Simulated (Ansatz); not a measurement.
SnO2:

```
CELL_PARAMETERS angstrom
-5.37331 5.37331 1.61623
5.37331 -5.37331 1.61623
5.37331 5.37331 -1.61623
ATOMIC_POSITIONS crystal
Sn 0.35108 0.83107 0.18214
Sn 0.83107 0.64892 0.47999
Sn 0.16893 0.35108 0.52001
Sn 0.64892 0.16893 0.81786
O 0.20560 0.15493 0.36053
O 0.84507 0.20560 0.05067
O 0.79440 0.84507 0.63947
O 0.15493 0.79440 0.94933
O 0.16104 0.54296 0.70400
O 0.54296 0.83896 0.38192
O 0.45704 0.16104 0.61808
O 0.83896 0.45704 0.29600
```

Measurements of this composition are mostly on another form, of space group No. 136.

* Program: Ansatz 0.2.0
* Task: relaxation of cell and atoms
* Functional: revPBE
* Potentials or basis: Ansatz PAW
* Cutoff: 420 eV (not typed: the program's choice for these potentials)
* k mesh: 7 × 7 × 7
* Occupations: fermi-dirac, width 0.05 eV
* Spin: no spin polarisation

At the start: volume 15.55 Å³/atom.

Task: How do energy, volume and symmetry change on relaxing?

Result: It ends after 8 steps and the volume is 15.98 Å³/atom (+2.7 %); space group I4/m (No. 87, to 0.05 Å).

Step by step:
| step | energy change (eV) | largest force (eV/Å) | volume (Å³) |
| --- | --- | --- | --- |
| 1 | 0.0000 | 0.1306 | 186.66 |
| 2 | 0.0216 | 0.4461 | 193.30 |
| 3 | -0.0207 | 0.0835 | 190.94 |
| 4 | -0.0220 | 0.0183 | 191.36 |
| 5 | -0.0223 | 0.0016 | 191.35 |
| 6 | -0.0430 | 0.0022 | 191.35 |
| 7 | -0.0418 | 0.0041 | 191.71 |
| 8 | -0.0432 | 0.0040 | 191.71 |

Final structure:
```xyz
12
Lattice="-5.4382 5.4382 1.6206 5.4382 -5.4382 1.6206 5.4382 5.4382 -1.6206" Properties=species:S:1:pos:R:3 pbc="T T T"
Sn    3.6313   -1.6375    1.6206
Sn    1.6375    3.6313    1.6206
Sn    3.8006    1.8069    0.0000
Sn    1.8069    7.0757    0.0000
O     1.7000    2.2832    0.0000
O    -3.1550    3.7382    1.6206
O     3.7382    3.1550    1.6206
O     8.5931    1.7000    0.0000
O     5.8877    1.7486    0.0000
O     3.6896    0.4495    1.6206
O     1.7486    4.9887    0.0000
O    -0.4495    3.6896    1.6206
```

Caveat: the plane-wave basis is chosen anew once the cell has moved, so the energies of steps on either side of that aren't comparable; the pressure holds a Pulay correction of +0.6 GPa for the finite cutoff; the PAW data sets come from PBE, with cores solved anew for the run's functional, which leaves a small shift of forces and pressure.
